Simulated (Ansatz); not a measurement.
Two G0W0 runs on Ta2O5 (Pmmm).

Symmetry: Pmmm, No. 47, orthorhombic system. The conventional cell has a = 3.677 Å, b = 3.897 Å, c = 6.217 Å, α = 90.00°, β = 90.00°, γ = 90.00°. Nearest to Ta lie 6 O at 1.95 to 2.15 Å. Nearest to Ta lie 6 O at 1.84 to 2.00 Å. O has 3 Ta at 2.00 to 2.15 Å nearest. Nearest to O lie 2 Ta at 1.95 Å. O has 2 Ta at 1.84 Å nearest. Nearest to O lie 2 Ta at 1.95 Å. Farther neighbours and most contacts between anions are not listed.

```
Ta O
1.0
     3.67700    0.00000    0.00000
     0.00000    3.89700    0.00000
     0.00000    0.00000    6.21700
Ta O
2 5
Direct
  0.50000 0.00000 0.50000
  0.00000 0.00000 0.00000
  0.00000 0.00000 0.32200
  0.00000 0.00000 0.67800
  0.50000 0.50000 0.50000
  0.50000 0.00000 0.00000
  0.00000 0.50000 0.00000
```

Geometry: measured cell, ions relaxed with PBE. The runs that relaxed it are not among those shown. Spin-orbit coupling is left out unless a run names it.

The first (Ansatz 0.2.0; start PBE, 6×6×4 mesh, 529 empty bands, screening to 190 eV, hard PAW files; 1 × NVIDIA H100 80GB HBM3 (shared by 3 runs) with 4 threads of AMD EPYC 7R13 (Zen 3), shared host) gave, on its mesh: starting gap 0.33 eV, G0W0 gap 1.28 eV, RPA ε∞ (mean) 6.71, 4.6 min.

The second gave: starting gap 0.33 eV, G0W0 gap 1.36 eV, RPA ε∞ (mean) 6.70, 10 min.

**Question.** What was changed in the input? Choose among start, files, mesh, bands and cutoff, frequency model or another key.

Changed: empty bands from 529 to 897 and screening cutoff (eV) from 190.0 to 270.0. The starting gap stayed, which rules out the functional and points to the GW step. Other changes could give like numbers; this is the one that was made.

Limits: not at the basis limit; no spin-orbit coupling; coarse k mesh.

[Paths, hosts, dates, memory and timing lines, banners, echoed tables and standing remarks are left out of the program output.]

[Logs are printed without paths, hosts, clocks, repeated set-up lines and the standing remarks that a program may print on its own settings, such as how far it seeks lower states.]

[Runs of the session that timed out or met a known fault of the program may be left out.]

[Cells called generated may have been cut or substituted from an entry of the Crystallography Open Database or the Materials Project.]

[Hosts, paths, dates, database ids (printed as entryN), source tags and the programs' standing remarks are cut or masked in the printed files.]
